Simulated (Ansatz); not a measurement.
# InGaP2: the cost of one run

Code: Ansatz 0.2.0. PAW datasets, plane waves. Computed, not measured; no magnetism was allowed, and the structure may never have been made.

### 1 The cell

The cell was relaxed beforehand with r2SCAN.

The symmetry is P-4m2 (No. 115, tetragonal); a = 4.004 Å, c = 5.713 Å in the conventional setting, 22.90 Å³ an atom. Ga has 4 P at 2.39 Å; P has 2 Ga at 2.39 Å and 2 In at 2.53 Å; In has 4 P at 2.53 Å.

Structure file:

Space group P-4m2 (No. 115). a = 4.004 Å, b = 4.004 Å, c = 5.713 Å, α = 90.00°, β = 90.00°, γ = 90.00°
| atom | site | symmetry | x | y | z |
| --- | --- | --- | --- | --- | --- |
| Ga | 1a | -4m2 | 0.0000 | 0.0000 | 0.0000 |
| P | 2g | 2mm. | 0.0000 | 0.5000 | 0.2286 |
| In | 1c | -4m2 | 0.5000 | 0.5000 | 0.5000 |

### 2 PBE band path

The input, input.yaml:

```yaml
crystal:
  lattice:
    - [4.0043304188, 0.0, 0.0]
    - [0.0, 4.0043304188, 0.0]
    - [0.0, 0.0, 5.7125961601]
  atoms:
    - { symbol: Ga, position: [0.0, 0.0, 0.0] }
    - { symbol: P, position: [0.0, 0.5, 0.2286480619] }
    - { symbol: In, position: [0.5, 0.5, 0.5] }
    - { symbol: P, position: [0.5, 0.0, 0.7713519381] }
kpoints:
  mp_grid: { grid: [6, 6, 4] }
  band_path:
    path:
      - [[0.0, 0.0, 0.0], [0.0, 0.5, 0.0], [0.5, 0.5, 4.265366655751e-33], [0.0, 0.0, 0.0], [7.402216203884e-50, 0.0, 0.5], [7.402216203884e-50, 0.5, 0.5], [0.5, 0.5, 0.5], [7.402216203884e-50, 0.0, 0.5]]
      - [[0.0, 0.5, 0.0], [7.402216203884e-50, 0.5, 0.5]]
      - [[0.5, 0.5, 4.265366655751e-33], [0.5, 0.5, 0.5]]
    npoints: 10
hamiltonian:
  xc: pbe
scf:
  occupations: { method: fermi_dirac, width: 0.02 }
  n_extra_bands: 5
output:
  forces: true
  stress: true
  eigenvalues: true
```

Command:

```
ansatz run input.yaml --threads 2 --pin off --max-ram 2211MiB --backend cpu --events-out ev --progress --plain --runs-dir out
```

What time and memory should one allow on 2 threads of Arm Neoverse V1, shared host?

About 8 s, with a peak of 0.38 GiB.
